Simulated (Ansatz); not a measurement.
# Sr: distorted cells

Method: DFT PBE, scalar-relativistic, plane waves, PAW in Ansatz.

Settings: cutoff 420 eV, Γ-centred mesh 12×12×12 on the computed 1-atom cell, Gaussian smearing of 0.10 eV; no spin polarisation.

Reference cell:

```
Sr
1.0
    -2.42500    2.42500    2.42500
     2.42500   -2.42500    2.42500
     2.42500    2.42500   -2.42500
Sr
1
Direct
  0.00000 0.00000 0.00000
```

Each variant moves atoms of this cell by the vectors given, if any (Å), and then applies a symmetric strain (tensor components, Cartesian axes). The reference cell isn't relaxed at this level. Energies are per atom at zero smearing, counted from the lowest variant. Pressure is positive in compression.

1. strain (xx yy zz yz xz xy, %) 4.58 4.58 4.58 0.00 0.00 0.00
2. strain (xx yy zz yz xz xy, %) 1.64 1.64 1.64 0.00 0.00 0.00
3. strain (xx yy zz yz xz xy, %) -2.46 -3.19 -5.82 0.03 0.00 0.00
4. strain (xx yy zz yz xz xy, %) -0.89 -0.89 -0.89 0.00 0.00 0.00
5. strain (xx yy zz yz xz xy, %) -1.56 -1.56 -1.56 0.00 0.00 0.00

Task: Order the variants by energy, lowest first.

Result: 5 (0.0 meV/atom), 4 (1.8 meV/atom), 3 (7.1 meV/atom), 2 (21.8 meV/atom), 1 (65.9 meV/atom).

Task: Order them by pressure, highest first.

Result: 3 (0.77 GPa), 5 (-0.13 GPa), 4 (-0.35 GPa), 2 (-1.01 GPa), 1 (-1.56 GPa).

This bcc form isn't the element's structure at ambient conditions.